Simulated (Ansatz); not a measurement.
# Al2Au under changes of volume

One of the cells (18.000 Å³/atom); the others are scaled copies at fixed shape and fractional positions:

```
CELL_PARAMETERS angstrom
0.00000 3.00000 3.00000
3.00000 0.00000 3.00000
3.00000 3.00000 0.00000
ATOMIC_POSITIONS crystal
Au 0.00000 0.00000 0.00000
Al 0.75000 0.75000 0.75000
Al 0.25000 0.25000 0.25000
```

| Quantity | Value |
| --- | --- |
| Program | Ansatz 0.2.0 |
| Functional | r2SCAN |
| Potentials or basis | Ansatz PAW |
| Cutoff | 500 eV (not typed: the program's choice for these potentials) |
| k mesh | 8 × 8 × 8 |
| Occupations | fermi-dirac, width 0.05 eV |
| Spin | no spin polarisation |

| volume (Å³/atom) | energy over the lowest point (meV/atom) | pressure (GPa) |
| --- | --- | --- |
| 16.920 | 30.28 | 9.1 |
| 17.280 | ? | ? |
| 17.640 | 3.73 | 3.0 |
| 18.000 | 0.00 | 0.5 |
| 18.360 | 1.71 | -1.8 |
| 18.720 | 8.24 | -3.8 |
| 19.080 | 19.05 | -5.6 |

Q: What does the run at 17.280 Å³/atom give?

A: Energy over the lowest point 13.58 meV/atom; pressure 5.9 GPa.

Worked out: A Birch-Murnaghan fit of order 3 (a polynomial in V^(-2/3)) to the other rows has its minimum at 18.06 Å³/atom with B0 = V·E''(V) = 119 GPa and B' = 4.9. It gives 13.56 meV/atom at 17.280 Å³/atom, against the run's 13.58, and -dE/dV = 5.8 GPa, against 5.9.

Energies are extrapolated to zero smearing.

Caveats: the PAW data sets come from PBE, with cores solved anew for the run's functional, which leaves a small shift of forces and pressure.
